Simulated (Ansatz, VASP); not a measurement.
**Two plane-wave programs on Ca**

```
Ca
1.0
     3.93161    0.00000    0.00000
    -1.96581    3.40488    0.00000
     0.00000    0.00000   29.00460
Ca
2
Direct
  0.33333 0.66667 0.31013
  0.66667 0.33333 0.20703
```

Alike in both runs: functional PBE; k mesh 18 × 18 × 1; occupations gaussian, width 0.1 eV; no spin polarisation.

Ansatz relaxed the structure, and its values are those at the end. VASP's run is a single point on that final structure, the one shown.

|  | VASP | Ansatz |
| --- | --- | --- |
| version | VASP 6.6.1 | Ansatz 0.2.0 |
| potentials or method | VASP PAW PBE potentials, release 64 (Ca_sv) | scalar-relativistic, plane waves, PAW |
| plane-wave cutoff (eV) | 520 | 420 |
| valence electrons in the cell | 20 | 20 |

```tsv
	VASP	Ansatz	Ansatz less VASP
gap on the k mesh at the Fermi level (eV)	none	none	-
rms of the force components (eV/Å)	0.006	0.001	-0.0057
```

A gap of «none» marks a metal or a gap that the smearing closes. The functional is the same, so the differences come from potentials, cutoffs and numerics.
